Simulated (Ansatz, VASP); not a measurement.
# Cross-check of SiC (V_Si-V_C (Si site 2) axial) between VASP and Ansatz

One calculation is typed for both programs; each brings its own data sets. How far apart do they land? The cell is taken from a series of runs on this material, whose earlier steps may have relaxed, scaled, displaced or heated it; both programs get it as it stands.

Method: plane waves, with VASP 6.6.1 beside it; PBE, in Ansatz 0.2.0.

## (1) The structure

The cell holds 94 atoms: 47 Si and 47 C. Its edges and angles: a = 10.718 Å, b = 10.718 Å, c = 10.129 Å, α = 90.0°, β = 90.0°, γ = 120.0°. It derives from SiC (SiC (P6_3mc)). Nearest the centre at fractional (0.667, 0.500, 0.844): Si45 at 2.40 Å, Si35 at 2.41 Å, Si47 at 2.41 Å, C87 at 2.51 Å, C76 at 2.51 Å, C89 at 2.52 Å, C59 at 3.20 Å, C93 at 3.20 Å. The cell carries charge +1.

## (2) Ansatz: single point, PBE, pair 1

Ansatz runs on its default PAW (the set named soft_2) files.

With cell and atoms fixed, the geometry can't cause a difference; cores, projectors, grids and the points listed under the comparison can.

Input file input.yaml:

```yaml
crystal:
  lattice:
    - [9.28241338, 5.35920398, 0.0]
    - [-9.28241348, 5.35920381, 0.0]
    - [0.0, 0.0, 10.12919782]
  atoms:
    - { symbol: Si, position: [0.00020583034, -0.00031949057, 0.50034241994] }
    - { symbol: Si, position: [0.16807607758, 0.33383910841, 0.50034395799] }
[... 6 atom lines left out ...]
    - { symbol: Si, position: [0.33705066339, 0.33465182989, 0.74829642897] }
    - { symbol: Si, position: [0.00010710441, -0.00096868786, 1.00031626597] }
    - { symbol: Si, position: [0.16873162894, 0.33439373075, 1.00031706846] }
    - { symbol: Si, position: [0.33342422792, 0.16638342688, 1.00068360143] }
[... 6 atom lines left out ...]
    - { symbol: C, position: [0.00112847469, 0.3337261073, 0.43800902493] }
[... 2 atom lines left out ...]
    - { symbol: C, position: [0.00073407232, 0.16702505087, 0.93737836341] }
    - { symbol: C, position: [0.1668432198, -0.00019722493, 0.9377946367] }
    - { symbol: C, position: [0.33732904871, 0.33405488017, 0.93763985949] }
[... 1 atom line left out ...]
    - { symbol: Si, position: [0.16672344354, 0.83316263742, 0.50034154646] }
[... 1 atom line left out ...]
    - { symbol: Si, position: [0.00106375094, 0.83402095429, 0.24962658771] }
[... 2 atom lines left out ...]
    - { symbol: Si, position: [-0.00224547146, 0.66500246213, 0.74829578672] }
[... 1 atom line left out ...]
    - { symbol: Si, position: [0.3340659552, 0.83369099401, 0.74871533065] }
    - { symbol: Si, position: [0.00137405517, 0.50035933278, 1.00068337514] }
    - { symbol: Si, position: [0.16606739827, 0.83306316696, 1.00031600093] }
    - { symbol: Si, position: [0.3346934509, 0.66632359346, 1.00031722248] }
    - { symbol: C, position: [0.00098035679, 0.50035783856, 0.18725618423] }
[... 1 atom line left out ...]
    - { symbol: C, position: [0.33447345021, 0.66718811474, 0.18667069991] }
[... 1 atom line left out ...]
    - { symbol: C, position: [0.16717277176, 0.83291402881, 0.68743508746] }
    - { symbol: C, position: [0.33484267684, 0.66757592654, 0.68743437858] }
    - { symbol: C, position: [0.00047539171, 0.83343221203, 0.4366238713] }
    - { symbol: C, position: [0.16775852495, 0.66698725809, 0.43800844796] }
    - { symbol: C, position: [0.33432223278, 0.5003557185, 0.43662596638] }
    - { symbol: C, position: [-0.00253469959, 0.66412382708, 0.93763778957] }
    - { symbol: C, position: [0.16795575757, 0.50035802143, 0.93779754567] }
[... 4 atom lines left out ...]
    - { symbol: Si, position: [0.50006300889, 0.33302291316, 0.25142898871] }
    - { symbol: Si, position: [0.66739922383, 0.16668770521, 0.2496308994] }
[... 5 atom lines left out ...]
    - { symbol: Si, position: [0.66739796677, 0.33338151147, 1.00289916078] }
[... 3 atom lines left out ...]
    - { symbol: C, position: [0.83423104186, 0.16742986021, 0.18666989331] }
[... 1 atom line left out ...]
    - { symbol: C, position: [0.66740264476, 0.32226217023, 0.68253059803] }
[... 3 atom lines left out ...]
    - { symbol: C, position: [0.83403077475, 0.00071517924, 0.43800760658] }
[... 3 atom lines left out ...]
    - { symbol: Si, position: [0.50183338104, 0.50035585623, 0.50166669024] }
[... 1 atom line left out ...]
    - { symbol: Si, position: [0.83296481808, 0.66592224167, 0.50166613184] }
    - { symbol: Si, position: [0.50084438982, 0.83404489001, 0.250162735] }
[... 1 atom line left out ...]
    - { symbol: Si, position: [0.83473538919, 0.50035789926, 0.2514296919] }
[... 2 atom lines left out ...]
    - { symbol: Si, position: [0.50045847704, 0.50036656105, 1.00289438621] }
[... 1 atom line left out ...]
    - { symbol: Si, position: [0.83433115057, 0.66730077816, 1.00289339798] }
    - { symbol: C, position: [0.50189942519, 0.50035804252, 0.18776282099] }
[... 1 atom line left out ...]
    - { symbol: C, position: [0.83289587927, 0.66585440028, 0.18776085273] }
    - { symbol: C, position: [0.48931022383, 0.50036129145, 0.68253323074] }
    - { symbol: C, position: [0.66740069213, 0.83459089193, 0.68715299653] }
    - { symbol: C, position: [0.84550443474, 0.67846255246, 0.68252881388] }
[... 1 atom line left out ...]
    - { symbol: C, position: [0.66740039432, 0.66724765501, 0.43792733684] }
    - { symbol: C, position: [0.83429073102, 0.50035710145, 0.43792703011] }
    - { symbol: C, position: [0.50363055528, 0.66666885547, 0.93763835748] }
    - { symbol: C, position: [0.83116898921, 0.83043649536, 0.93763779681] }
  host:
    repeats: [2, 2, 1]
    atoms:
      - { symbol: Si, position: [0.0, 0.0, 0.49984857] }
      - { symbol: Si, position: [0.33333333, 0.66666667, 0.49984857] }
      # ... 22 more atoms of the perfect host
total_charge: 1
basis:
  ecutwfc: 420
  xc_grid: 2
hamiltonian:
  xc: pbe
kpoints:
  mp_grid: { grid: [1, 1, 1] }
magnetization:
  spin_polarized: true
  initial_magnetization: 1
  spin_locking: { lock_magnetization: hard }
scf:
  occupations: { method: fermi_dirac, width: 0.01 }
  max_iter: 60
output:
  forces: true
  charged_corrections:
    epsilon: [7.02, 7.02, 7.32]
    static_epsilon: [10.34, 10.34, 11.03]
    defect_position: [0.666667, 0.5, 0.843928]
  eigenvalues: true
checkpoint:
  read: "../qp1_M1.relax_smeared.run"
  write: "../cc1.qp1_M1.l0.run"
  compress: false
  write_wavefunctions: false
  write_every: 100000
```

Started as:

```sh
> ansatz run input.yaml --threads 4 --pin off --max-ram 14131MiB --backend cpu --events-out ev --progress --plain --runs-dir out
```

Log:

```text
Warning: the atoms were moved onto the symmetric positions of the space group found under crystal.symmetry.tolerance 1.0e-5 (fractional; no operation is sought that the atoms, as they stand in a round, miss by more than twice it, and no atom is moved by as much as it), and the run uses the moved positions. Before a round's move an operation carried an atom to 1.54e-4 Å from where it should land, the largest such dist [...]
[...]
atom  41  C     -0.18800465    -0.21941011    -0.14592737
  atom  42  C      0.21200589    -0.12220065    -0.15803061
  atom  43  C      0.00440628    -0.00862210     0.24273452
  atom  44  C      0.01570364    -0.00755709     0.08877103
  atom  45  C      0.00889742     0.00527856     0.33785862
  atom  46  C     -0.05104000    -0.05988892    -0.12003191
  atom  47  C      0.02221697     0.01280757    -0.06477631
  atom  48  C      0.00500998    -0.01559468    -0.07290958
  atom  49  Si     0.01300922    -0.08628199    -0.10722024
  atom  50  Si    -0.11246389     0.08825768    -0.53952188
  atom  51  Si     0.07011703     0.05001506    -0.14505517
  atom  52  Si     0.00668186    -0.01543391    -0.13867853
  atom  53  Si    -0.01964263     0.00055515    -0.17064839
  atom  54  Si    -0.00781220     0.00053120    -0.07282143
  atom  55  Si    -0.05426053    -0.39837538     0.31619525
  atom  56  Si     0.05592926    -0.06189721     0.22233933
  atom  57  Si     0.33917717     0.40043308     0.40843189
  atom  58  Si     0.03281126     0.00919449     0.03907035
  atom  59  Si     0.06245606    -0.04332840     0.14562113
  atom  60  Si     0.01560341    -0.03760697     0.04921173
  atom  61  C     -0.00898953     0.02188127     0.05834479
  atom  62  C     -0.03246793     0.01251186     0.02824033
  atom  63  C     -0.02263936     0.00137560     0.05795038
  atom  64  C      0.01928163     0.03439827    -0.11702006
[...]
atom  87  C     -0.04947579    -0.02872338    -0.22045328
  atom  88  C      0.09336811    -0.09567507    -0.05670206
  atom  89  C     -0.25131886     0.11853902    -0.15741893
  atom  90  C      0.02511715    -0.00385293     0.07789667
  atom  91  C      0.02623907    -0.04288246     0.19613199
  atom  92  C     -0.04457127    -0.02573939     0.18798515
  atom  93  C      0.10453609    -0.03925106    -0.13456132
  atom  94  C      0.04775552    -0.05749513    -0.10969980
  max |Σ_I F_I| component: 1.24e-5 eV/Å
--- Charged-cell corrections in eV (Makov–Payne, q = +1.000 e, ε = [7.020, 7.020, 7.320] of the electrons, [10.340, 10.340, 11.030] with the ions) ---
  F (periodic)     = -41698.159597  (uncorrected; the corrections below are reported, never added to it)
  E_corr1          = +0.288587  (monopole, q²α_M/2ε̄L, of the cell on which ε is isotropic)
  F Makov-Payne    = n/a  (the rows are of the electrons' constant alone; ansatz place-levels tells what screens the charge)
  no potential alignment in this run, which stands beside a crystal: run the host's input off ansatz write-host-input, and read the two finished runs by ansatz place-levels (neither reads a slab, a wire or a sheet, whose cell leaves a vacuum)
--- Band table (eV) ---
  k-point 0 ↑: bands = ["-6.2370", "-5.1070", "-5.0488", "-4.9254", "-4.9251", "-4.8851", "-4.8794", "-4.8781", "-4.5767", "-3.8568", "-3.8449", "-3.7921", "-3.7800", "-3.7797", "-3.7587", "-3.7561", "-3.7495", "-3.7469", "-3.7222", "-3.5097", "-3.3474", "-2.9194", "-2.9107", "-2.7848", "-2.7108", "-2.3935", "-2.3884", "-2.1601", "-2.1551", "-2.1443", "-2.0709", "-1.8784", "-1.8554", "-1.7682", "-1.7278", "-1.7215",  [...]
  k-point 0 ↓: bands = ["-6.2285", "-5.0964", "-5.0458", "-4.9303", "-4.8866", "-4.8791", "-4.8777", "-4.8673", "-4.5629", "-3.8589", "-3.7906", "-3.7844", "-3.7796", "-3.7676", "-3.7569", "-3.7492", "-3.7471", "-3.7251", "-3.7212", "-3.4830", "-3.3301", "-2.9119", "-2.8870", "-2.7593", "-2.6948", "-2.3883", "-2.3847", "-2.1610", "-2.1258", "-2.1172", "-2.0612", "-1.8599", "-1.8284", "-1.7655", "-1.7299", "-1.6947",  [...]
```

## (3) VASP: single point, PBE, pair 1

The same cell, functional, mesh and smearing now go to VASP, with its own data sets.

Lines of VASP's logs that name or quote its potential files are left out, and so is its time.

Input file INCAR:

```
SYSTEM = SiC
PREC = Accurate
ENCUT = 520
EDIFF = 1E-06
NELM = 200
ISMEAR = -1
SIGMA = 0.01
LREAL = Auto
ALGO = Normal
GGA = PE
NELECT = 375
NBANDS = 256
ISPIN = 2
MAGMOM = -0 0 0 -0 0 -0 0 -0 -0 0 -0 0 -0 -0 0 0 -0 -0 0 0 0 -0 0 -0 -0 0 -0 -0 0 -0 0 -0 0 0 -0 0 -0 0 0 0 -0 -0 -0 0 0 0 -0 0 -0 0 0.04 -0.02 0 -0 0 0 0 0 -0 0 0 -0 0 0.02 -0.02 0.03 -0 -0.02 0 0 0 0 0 0 0.04 0.3 0.02 0 0.03 0 0 0 0 0 0 0 -0.2 0 0.3 0 0 0 -0 0
LORBIT = 11
LWAVE = .FALSE.
LCHARG = .FALSE.
ISIF = 2
NUPDOWN = 1
LASPH = .TRUE.
GGA_COMPAT = .FALSE.
NCORE = 2
```

Input file POSCAR:

```
SiC
1.0
    9.2824133794      5.3592039794      0.0000000000
   -9.2824134800      5.3592038053      0.0000000000
    0.0000000000      0.0000000000     10.1291978199
Si C
47 47
Direct
    0.0002061788      0.9996813790      0.5003423783
    0.1680749983      0.3338385873      0.5003423783
[... 6 atom lines left out ...]
    0.3370448271      0.3346480668      0.7482947198
    0.0001064762      0.9990291044      0.0003165656
    0.1687272728      0.3343911592      0.0003165656
    0.3334249857      0.1663820516      0.0006829863
[... 6 atom lines left out ...]
    0.9977544843      0.6650028954      0.7482947198
[... 2 atom lines left out ...]
    0.0013743257      0.5003567216      0.0006829863
    0.1660720385      0.8330635421      0.0003165656
    0.3346928352      0.6663222840      0.0003165656
[... 1 atom line left out ...]
    0.6673996557      0.3347911990      0.5016664984
[... 1 atom line left out ...]
    0.5000642626      0.3330213285      0.2514298596
[... 2 atom lines left out ...]
    0.5016910009      0.1700018930      0.7482947198
[... 1 atom line left out ...]
    0.8331083105      0.3357105478      0.7482947198
    0.5014340933      0.0016843387      0.0003165656
    0.6673996557      0.3334039750      0.0028956483
    0.8333652181      0.1676499011      0.0003165656
    0.5018341331      0.5003567216      0.5016664984
[... 1 atom line left out ...]
    0.8329651783      0.6659222442      0.5016664984
[... 1 atom line left out ...]
    0.6673996557      0.6676921147      0.2514298596
    0.8347350488      0.5003567216      0.2514298596
    0.5027534819      0.6660653764      0.7482947198
    0.8320458295      0.8307115502      0.7482947198
    0.5004469091      0.5003567216      0.0028956483
    0.6673996557      0.8343313916      0.0006829863
    0.8343524023      0.6673094682      0.0028956483
[... 4 atom lines left out ...]
    0.1676246529      0.3331391649      0.6874348445
    0.3331667876      0.1661238535      0.6871531488
[... 5 atom lines left out ...]
    0.3373248532      0.3340505800      0.9376377786
[... 3 atom lines left out ...]
    0.0016325238      0.5003567216      0.6871531488
[... 1 atom line left out ...]
    0.3348422096      0.6675742783      0.6874348445
[... 3 atom lines left out ...]
    0.9974744582      0.6641253825      0.9376377786
[... 3 atom lines left out ...]
    0.6673996557      0.3348572785      0.1877611951
[... 1 atom line left out ...]
    0.5001820990      0.0005817188      0.6874348445
    0.6673996557      0.3222590323      0.6825308809
[... 1 atom line left out ...]
    0.5005087663      0.3334658322      0.4379264299
[... 2 atom lines left out ...]
    0.5010935141      0.1702819191      0.9376377786
[... 1 atom line left out ...]
    0.8337057973      0.3365880607      0.9376377786
    0.5019002126      0.5003567216      0.1877611951
[... 1 atom line left out ...]
    0.8328990987      0.6658561646      0.1877611951
    0.4893019664      0.5003567216      0.6825308809
    0.6673996557      0.8345895897      0.6871531488
    0.8454973449      0.6784544108      0.6825308809
[... 1 atom line left out ...]
    0.6673996557      0.6672476110      0.4379264299
    0.8342905451      0.5003567216      0.4379264299
    0.5036309948      0.6666628632      0.9376377786
    0.8311683166      0.8304315241      0.9376377786
```

Input file KPOINTS:

```
Automatic mesh
0
Gamma
1 1 1
0 0 0
```

Potentials, in the order of the species: Si and C (PBE family, release 64).

Started as:

```sh
> mpirun -np 8 vasp_gam
```

Log:

```text
[banner, memory and clock lines left out]
running    8 mpi-ranks, on    1 nodes
[...]
LDA part: xc-table for (Slater+PW92), standard interpolation
 POSCAR, INCAR and KPOINTS ok, starting setup
[...]
entering main loop
       N       E                     dE             d eps       ncg     rms          rms(c)
DAV:   1     0.222157055424E+04    0.22216E+04   -0.19444E+05  1024   0.140E+03
DAV:   2    -0.539228241548E+03   -0.27608E+04   -0.25814E+04  1328   0.279E+02
DAV:   3    -0.785666362750E+03   -0.24644E+03   -0.24319E+03  1248   0.804E+01
DAV:   4    -0.792287480267E+03   -0.66211E+01   -0.65916E+01  1256   0.147E+01
DAV:   5    -0.792475108714E+03   -0.18763E+00   -0.18743E+00  1248   0.252E+00BRMIX: very serious problems
 the old and the new charge density differ
 old charge density:   376.00000 new  375.00000
    0.594E+01
DAV:   6    -0.711062027844E+03    0.81413E+02   -0.34067E+02  1176   0.232E+01    0.266E+01
DAV:   7    -0.709087499281E+03    0.19745E+01   -0.36810E+01  1272   0.841E+00    0.136E+01
DAV:   8    -0.708747389900E+03    0.34011E+00   -0.86640E+00  1368   0.500E+00    0.847E+00
DAV:   9    -0.708094434673E+03    0.65296E+00   -0.19198E+00  1264   0.283E+00    0.298E+00
[...]
DAV:  18    -0.708205674345E+03   -0.22359E-05   -0.64930E-06  1184   0.485E-03    0.608E-03
DAV:  19    -0.708205675636E+03   -0.12909E-05   -0.28392E-06   952   0.290E-03    0.303E-03
DAV:  20    -0.708205675698E+03   -0.61744E-07   -0.57459E-07   656   0.151E-03
   1 F= -.70820568E+03 E0= -.70820568E+03  d E =-.545278E-10  mag=     1.0000
```

From OUTCAR (step 3):

```text
  FREE ENERGIE OF THE ION-ELECTRON SYSTEM (eV)
  ---------------------------------------------------
  free  energy   TOTEN  =      -708.2056756975 eV

  energy  without entropy=     -708.2056756975  energy(sigma->0) =     -708.20567570

 magnetization (x)
# of ion       s       p       d       tot
------------------------------------------
    1       -0.000  -0.001   0.000  -0.001
    2        0.000   0.001   0.000   0.001
    3       -0.000   0.000   0.000   0.000
    4       -0.000  -0.000   0.000  -0.000
    5       -0.000   0.000   0.000   0.000
    6       -0.000  -0.000   0.000  -0.000
    7        0.000   0.003   0.000   0.003
    8       -0.000  -0.000   0.000  -0.001
    9        0.002   0.003   0.000   0.005
   10       -0.000   0.001   0.000   0.000
   11        0.000  -0.000   0.000  -0.000
   12       -0.000   0.000   0.000   0.000
   13       -0.000  -0.000   0.000  -0.000
[...]
--------------------------------------------------
tot          0.036   0.464   0.000   0.499
```

The cell is charged against a uniform background.

The run ends at a pressure of -2.05 GPa, with forces up to 0.78 eV/Å.

## (4) Differences

Known differences besides the potentials themselves: VASP starts from the moments at which Ansatz ended; the cutoff is 420 eV in Ansatz and 520 eV in VASP (PREC = Accurate, projectors in real space); site moments are counted in spheres of each program's own size. Total energies have different zeros and are not compared.

Both answers:

```tsv
quantity	Ansatz	VASP	difference
total moment, fixed by the input (μB)	1.00	1.00	0.00
moment on C89 (μB)	0.30	0.29	+0.02
moment on C76 (μB)	0.30	0.29	+0.02
moment on C87 (μB)	-0.20	-0.20	-0.01
```

Forces on 10 of the 94 atoms, those with the largest forces and the largest differences (eV/Å; atoms numbered as in POSCAR):

```tsv
atom	Ansatz x, y, z	VASP x, y, z
Si9	0.257, -0.597, 0.436	0.254, -0.598, 0.434
Si19	0.516, 0.094, 0.408	0.516, 0.096, 0.408
Si26	-0.112, 0.088, -0.540	-0.113, 0.088, -0.541
Si33	0.339, 0.400, 0.408	0.341, 0.399, 0.408
Si37	0.218, 0.126, -0.687	0.215, 0.124, -0.685
Si39	0.020, -0.142, -0.539	0.020, -0.142, -0.541
Si43	-0.389, 0.521, 0.436	-0.391, 0.519, 0.434
C59	0.018, 0.110, -0.134	0.024, 0.104, -0.140
C93	0.105, -0.039, -0.135	0.102, -0.031, -0.140
C94	0.048, -0.057, -0.110	0.043, -0.054, -0.118
```

The forces differ by 2.7 meV/Å r.m.s., which is 1.8 % of the r.m.s. force of 0.147 eV/Å (both taken over all components). The cell carries a charge of +1 e against a uniform background, so its pressure also hangs on how the neutralising background is counted, and in a defect's cell a gap may be the spacing between its levels.

[end of part 1 of 3]

[Lines on the potential files, build, host, timing and source positions are cut from VASP's logs without a mark.]

[Logs are printed without paths, hosts, clocks, repeated set-up lines and the standing remarks that a program may print on its own settings, such as how far it seeks lower states.]

[Hosts, paths, dates, database ids (printed as entryN), source tags and the programs' standing remarks are cut or masked in the printed files.]
